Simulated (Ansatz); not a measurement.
**Charge transition levels of the Sr on the O site in SrO, term by term**

The calculation used DFT PBE, scalar-relativistic, plane waves, PAW (Ansatz 0.2.0). Run with 420 eV cutoff, 2×2×2 k-mesh, shifted by half a step, Gaussian smearing of 0.01 eV, collinear spin in charge -1 alone.

Host crystal, relaxed:

```
CELL_PARAMETERS angstrom
0.00000 2.59745 2.59745
2.59745 0.00000 2.59745
2.59745 2.59745 0.00000
ATOMIC_POSITIONS crystal
Sr 0.50000 0.50000 0.50000
O 0.00000 0.00000 0.00000
```

The Sr on the O site was set at (0.000, 0.000, 0.000) of the host cell, in a supercell of 32 sites (561 Å³), relaxed at fixed cell in each charge q. The host's Kohn–Sham gap is 3.33 eV and its static dielectric constant 21.0 (mean). For each charge: the supercell's free energy over the neutral one with q electrons exchanged at the valence band top, F(q) − F(0) + qE_v; the image-charge term; and the term that aligns the potential far from the defect with the host's.

| q | F(q) − F(0) + qE_v (eV) | image charge (eV) | alignment (eV) |
| --- | --- | --- | --- |
| 0 | 0.000 | 0.000 | 0.000 |
| -1 | 3.389 | 0.120 | -0.560 |
| -2 | 6.944 | 0.481 | -1.125 |

**Question.** Add the terms and find the levels between neighbouring charges, ε(q/q′) = [A(q′) − A(q)]/(q − q′), with and without the two corrections.

**Answer.** A(q): 0.000 eV for 0, 2.948 eV for -1, 6.299 eV for -2.
```tsv
level	corrected (eV over E_v)	uncorrected (eV)
(0/-1)	2.95	3.39
(-1/-2)	3.35	3.56
```

As a check, a point charge in a simple cubic cell of this volume has q²αe²/(2εL) = 0.118 q² eV (e² = 14.40 eV Å, α = 2.837, L = 8.25 Å); the shape of the real cell can change it somewhat. The term grows as q², so it pushes donor levels down and acceptor levels up. The program doubts the alignment for q = -1, -2, so levels beside it are uncertain by about that term.

**Question.** Which of these charges is lowest with the Fermi level at the valence band top, at mid-gap and at the conduction band bottom?

**Answer.** The line A(q) + qE_F that lies lowest gives the charge: 0 at E_F = 0.00 eV, 0 at E_F = 1.66 eV, -1 at E_F = 3.33 eV. (-1/-2) falls outside this Kohn–Sham gap, so the change of charge isn't reached within it; the real gap is usually wider and may hold a localised level, while a level that comes from a carrier in the host's bands only marks the band edge and moves with it. In charge 0, -1 the cell has partly filled levels, from a carrier spread over the host's bands, a defect level that the small cell broadens into a band, or a degenerate defect level that the symmetric start can't split, so the levels beside it are doubtful. Without the alignment that the program doubts, the level (0/-1) would lie at 3.51 eV, outside the gap, so these runs don't decide whether the defect changes charge there. Charges beyond those computed could lie lower near the band edges.

**Question.** The neutral defect forms at 14.99 eV with atoms taken from and returned to the elements. What are the formation energies at those three Fermi levels, and what share of sites would hold the defect at 1200 K with E_F at mid-gap, if the host still stood at that temperature?

**Answer.** E_f = E_f(0) + A(q) + qE_F = 14.99, 14.99, 14.61 eV. In the dilute limit the share is exp(−E_f/k_BT) = exp(−14.993/0.1034) = 1.1×10⁻⁶³, leaving out degeneracy and vibrational entropy. Both elements stand at their elemental potentials, a limit that the host or competing compounds often put out of reach. The small cell and the narrow Kohn–Sham gap leave errors of tenths of an eV or more, which change the share by orders of magnitude.